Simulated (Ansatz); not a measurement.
A run of Ansatz 0.2.0 is set up as follows.

File input.yaml:

```yaml
crystal:
  lattice:
    - [0.0, 2.1839935596, 2.1839935596]
    - [2.1839935596, 0.0, 2.1839935596]
    - [2.1839935596, 2.1839935596, 0.0]
  atoms:
    - { symbol: Al, position: [0.0, 0.0, 0.0] }
    - { symbol: "N", position: [0.25, 0.25, 0.25] }
hamiltonian:
  xc: lda
  pseudopotentials: { kind: paw }
kpoints:
  mp_grid: { grid: [10, 10, 10] }
  band_path:
    path:
      - [[0.0, 0.0, 0.0], [0.5, 0.0, 0.5], [0.5, 0.25, 0.75], [0.375, 0.375, 0.75], [0.0, 0.0, 0.0], [0.5, 0.5, 0.5], [0.625, 0.25, 0.625], [0.5, 0.25, 0.75], [0.5, 0.5, 0.5], [0.375, 0.375, 0.75]]
      - [[0.625, 0.25, 0.625], [0.5, 0.0, 0.5]]
    npoints: 14
scf:
  occupations: { method: fermi_dirac, width: 0.05 }
  n_extra_bands: 6
output:
  forces: true
  stress: true
  eigenvalues: true
  fatbands: false
```

Potentials or basis: Ansatz PAW.

Command:

```bash
$ ansatz run input.yaml --threads 2 --pin off --max-ram 5632MiB --backend cpu --events-out ev --progress --plain --runs-dir out
```

Question: Estimate the band gap along the path.

Answer: 3.24 eV, indirect (least direct gap 4.23 eV).

Question: Predict the pressure.

Answer: -3.6 GPa.

Levels at the corners of the path, in eV from the valence-band top:
| point | band 1 | band 2 | band 3 | band 4 | band 5 | band 6 | band 7 | band 8 | band 9 |
| --- | --- | --- | --- | --- | --- | --- | --- | --- | --- |
| Γ | -14.82 | 0.00 | 0.00 | 0.00 | 4.23 | 12.36 | 12.36 | 12.36 | 17.43 |
| X | -12.04 | -4.95 | -1.79 | -1.79 | 3.24 | 8.42 | 13.75 | 15.48 | 15.48 |
| W | -11.98 | -3.81 | -3.47 | -2.72 | 5.96 | 11.24 | 11.83 | 11.98 | 16.94 |
| K | -12.06 | -4.29 | -3.66 | -1.38 | 5.08 | 9.93 | 12.88 | 13.97 | 15.02 |
| Γ | -14.82 | 0.00 | 0.00 | 0.00 | 4.23 | 12.36 | 12.36 | 12.36 | 17.43 |
| L | -12.70 | -5.89 | -0.48 | -0.48 | 7.27 | 9.77 | 10.97 | 10.97 | 17.74 |
| U | -12.06 | -4.29 | -3.66 | -1.38 | 5.08 | 9.93 | 12.88 | 13.97 | 15.02 |
| W | -11.98 | -3.81 | -3.47 | -2.72 | 5.96 | 11.24 | 11.83 | 11.98 | 16.94 |
| L | -12.70 | -5.89 | -0.48 | -0.48 | 7.27 | 9.77 | 10.97 | 10.97 | 17.74 |
| K | -12.06 | -4.29 | -3.66 | -1.38 | 5.08 | 9.93 | 12.88 | 13.97 | 15.02 |
| U | -12.06 | -4.29 | -3.66 | -1.38 | 5.08 | 9.93 | 12.88 | 13.97 | 15.02 |
| X | -12.04 | -4.95 | -1.79 | -1.79 | 3.24 | 8.42 | 13.75 | 15.48 | 15.48 |

Caveat: the pressure holds a Pulay correction of +0.7 GPa for the finite cutoff; the PAW data sets come from PBE, with cores solved anew for the run's functional, which leaves a small shift of forces and pressure.
